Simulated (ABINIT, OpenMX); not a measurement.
**One calculation of Nb, 3 ways**

```
Nb
1.0
    -1.66395    1.66395    1.66395
     1.66395   -1.66395    1.66395
     1.66395    1.66395   -1.66395
Nb
1
Direct
  0.00000 0.00000 0.00000
```

Alike in all runs: task band structure; functional LDA; k mesh 11 × 11 × 11; occupations fermi-dirac, width 0.05 eV; no spin polarisation; no spin-orbit coupling. LDA stands for any of its common fits. Pressure is positive in compression and, in plane waves, holds the error of the finite cutoff.

| program and potentials | plane-wave cutoff (eV) | notes | pressure (GPa) |
| --- | --- | --- | --- |
| ABINIT, JTH PAW PBE v2.0 | 517 | potentials made for PBE | -11.76 |
| ABINIT, PseudoDojo NC SR LDA v0.4.1 standard | 1116 | - | ? |
| OpenMX, OpenMX 2013 LDA set, Nb7.0-s3p2d2, grid cutoff 400 Ry | - | atomic basis | -9.51 |

**Question.** Estimate from the other rows what the run with ABINIT, PseudoDojo NC SR LDA v0.4.1 standard gave.

**Answer.** Pressure -11.48 GPa. The other rows, which needn't bracket it: pressure -11.76 to -9.51.
